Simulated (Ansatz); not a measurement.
Runs of Ansatz 0.2.0 on CoO. It takes space group Fm-3m (No. 225, cubic). The conventional cell has a = 4.263 Å, b = 4.263 Å, c = 4.263 Å, α = 90.00°, β = 90.00°, γ = 90.00°. Co (site symmetry m-3m) has 6 O at 2.13 Å as nearest neighbours. Around O (site symmetry m-3m) lie 6 Co at 2.13 Å. 

```csv
task,level,cell,cutoff (eV),smearing,gap on the mesh (eV),pressure (GPa),moment (μB),relaxed volume (Å³/atom)
single point,PBE,as given,360,gaussian 0.015 eV,none,-1.6,2.98,-
relaxation of cell and atoms,RPBE+D3(BJ),relaxed,-,fermi-dirac 0.05 eV,-,0.0,2.94,(a)
relaxation of cell and atoms,PBEsol+D3(BJ),relaxed,-,fermi-dirac 0.05 eV,-,0.0,2.94,9.61
single point,PBE,as given,360,gaussian 0.025 eV,none,-1.7,2.98,-
single point,PBE,as given,360,gaussian 0.027 eV,none,-1.7,2.98,-
```

Alike in all rows: potentials or basis all-electron LAPW, scalar-relativistic; spin collinear, ferromagnetic start; k mesh 11 × 11 × 11; basis error allowed 0.001 eV/atom.

Q: Estimate the missing entries.

A: (a) 9.63.

Caveats: a cell with one magnetic atom can't hold antiferromagnetic order, which such compounds often take; semilocal functionals often make such compounds metallic where correlation or magnetic order opens a gap, which also shifts bond lengths (some runs).

A gap of «none» marks a metal or a gap under the smearing width.
